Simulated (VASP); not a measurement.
Input of a VASP 6.6.1 run:

INCAR

```
SYSTEM = Ge
PREC     = Accurate       ! precision mode
ENCUT    = 520            ! plane-wave cutoff, eV
EDIFF    = 1E-7           ! SCF threshold, eV
ISMEAR   = -1             ! smearing method
SIGMA    = 0.1            ! smearing width, eV
LREAL    = .FALSE.        ! projectors in reciprocal space
LASPH    = .TRUE.         ! aspherical terms in the spheres
NELM     = 80             ! most SCF steps
ALGO     = Normal         ! electronic algorithm
ISIF     = 2              ! what is computed and relaxed
LWAVE    = .FALSE.        ! write WAVECAR
LCHARG   = .FALSE.        ! write CHGCAR
GGA      = RE             ! functional
NBANDS   = 21             ! bands
```

Contents of KPOINTS:

```
regular mesh
0
G
  13 13 8
  0 0 0
```

POSCAR

```
Ge
1.0
    3.1657692771      0.0000000000      0.0000000000
   -1.5828846385      2.7416366165      0.0000000000
    0.0000000000      0.0000000000      4.9040248065
Ge
2
Direct
    0.3333333333      0.6666666667      0.2500000000
    0.6666666667      0.3333333333      0.7500000000
```

Potentials or basis: VASP PAW PBE potentials, release 64 (Ge_d).

Command:

```bash
$ cat potpaw_PBE.64/Ge_d/POTCAR > POTCAR
$ mpirun -np 1 vasp_std > vasp.out
```

Problem. Estimate the pressure.

Solution. -3.5 GPa.

Problem. Estimate the band gap on the k mesh.

Solution. None (metal or under the smearing width).

Stress tensor (GPa, compression positive):
```
-3.99  0.00  0.00
 0.00 -3.99  0.00
 0.00  0.00 -2.63
```

Caveat: the PAW data sets were made with another functional, which shifts forces and pressure a little.
